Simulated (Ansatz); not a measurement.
# EuS: band structure with HF

The system is EuS.

```xyz
2
Lattice="0.0000 2.9785 2.9785 2.9785 0.0000 2.9785 2.9785 2.9785 0.0000" Properties=species:S:1:pos:R:3 pbc="T T T"
Eu    0.0000    0.0000    0.0000
S     2.9785    2.9785    2.9785
```

| Quantity | Value |
| --- | --- |
| Program | Ansatz 0.2.0 |
| Task | band structure |
| Functional | HF |
| Potentials or basis | Ansatz PAW |
| Cutoff | 420 eV (not typed: the program's choice for these potentials) |
| k mesh | 5 × 5 × 5 |
| Occupations | fermi-dirac, width 0.05 eV |
| Spin | collinear spin, ferromagnetic start |
| Starting moments | [7.0, 0.0] μB |
| Path | [["G", "X", "W", "K", "G", "L", "U", "W", "L", "K"], ["U", "X"]] |
| Points for each segment of the path | 4 |

* Pressure: 9.3 GPa
* Band gap on the k mesh: 8.69 eV, indirect (least direct gap 9.46 eV)
* Band gap along the path: 8.51 eV, indirect (least direct gap 9.31 eV)
* Net moment: 7.00 μB per cell
* Absolute moment: 7.12 μB per cell
* Site moments: Eu +6.99; S -0.06 μB

Levels at the corners of the path, in eV from the valence-band top:
Spin up:
```csv
point,band 11,band 12,band 13,band 14,band 15,band 16,band 17,band 18
Γ,-3.97,-3.97,0.00,0.00,0.00,10.85,11.09,11.09
X,-4.01,-3.98,-2.42,-0.80,-0.80,8.51,13.70,13.77
W,-3.99,-3.98,-2.14,-1.89,-1.89,11.83,11.83,14.21
K,-4.01,-3.98,-2.20,-2.18,-1.41,10.28,14.27,14.89
Γ,-3.97,-3.97,0.00,0.00,0.00,10.85,11.09,11.09
L,-3.97,-3.97,-3.95,-2.02,-2.02,12.50,13.97,14.73
U,-4.01,-3.98,-2.20,-2.18,-1.41,10.28,14.27,14.89
W,-3.99,-3.98,-2.14,-1.89,-1.89,11.83,11.83,14.21
L,-3.97,-3.97,-3.95,-2.02,-2.02,12.50,13.97,14.73
K,-4.01,-3.98,-2.20,-2.18,-1.41,10.28,14.27,14.89
U,-4.01,-3.98,-2.20,-2.18,-1.41,10.28,14.27,14.89
X,-4.01,-3.98,-2.42,-0.80,-0.80,8.51,13.70,13.77
```
Spin down:
```
point  band 6  band 7  band 8  band 9  band 10  band 11
    Γ   -0.57   -0.57   -0.57   11.12    11.82    11.82
    X   -2.10   -1.06   -1.06    9.09    14.22    14.90
    W   -2.35   -1.77   -1.77   12.24    12.24    14.94
    K   -2.27   -1.96   -1.56   10.74    14.72    15.56
    Γ   -0.57   -0.57   -0.57   11.12    11.82    11.82
    L   -3.87   -2.05   -2.05   12.70    14.67    15.90
    U   -2.27   -1.96   -1.56   10.74    14.72    15.56
    W   -2.35   -1.77   -1.77   12.24    12.24    14.94
    L   -3.87   -2.05   -2.05   12.70    14.67    15.90
    K   -2.27   -1.96   -1.56   10.74    14.72    15.56
    U   -2.27   -1.96   -1.56   10.74    14.72    15.56
    X   -2.10   -1.06   -1.06    9.09    14.22    14.90
```

It took 5.8 min on 2 threads of Arm Neoverse V2 (shared host), peak memory 1.2 GiB.

Caveat: the magnetic or orbital state may not be the lowest; the k mesh misses the band edges, so the gap on the mesh is wider than the one along the path; spin-orbit coupling is left out, which moves the levels of the heavy elements; a cell with one magnetic atom can't hold antiferromagnetic order, which such compounds often take; the PAW data sets come from PBE, with cores solved anew for the run's functional, which leaves a small shift of forces and pressure; the thresholds are loose for stress. The state reached can hang on the start; a lower one may exist.
